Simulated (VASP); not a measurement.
Here is a VASP 6.6.1 calculation.

The input INCAR:

```
PREC = Accurate
ENCUT = 520
EDIFF = 1E-6
ISMEAR = 0
SIGMA = 0.05
LREAL = F
LASPH = T
NELM = 100
ALGO = Fast
ISIF = 2
LWAVE = F
LCHARG = F
GGA = PE
NBANDS = 7
```

File KPOINTS:

```
Automatic mesh
0
Gamma
  10 10 10
```

Contents of POSCAR:

```
Be
1.0
   -1.2676664736      1.2676664736      1.2676664736
    1.2676664736     -1.2676664736      1.2676664736
    1.2676664736      1.2676664736     -1.2676664736
Be
1
Direct
    0.0000000000      0.0000000000      0.0000000000
```

Potentials or basis: VASP PAW PBE potentials, release 64 (Be).

Command:

```sh
$ cat potpaw_PBE.64/Be/POTCAR > POTCAR
$ mpirun -np 1 vasp_std > vasp.out
```

Problem. What does it give for the band gap on the k mesh?

Solution. None (metal or under the smearing width).

Problem. Estimate the pressure.

Solution. -4.6 GPa.
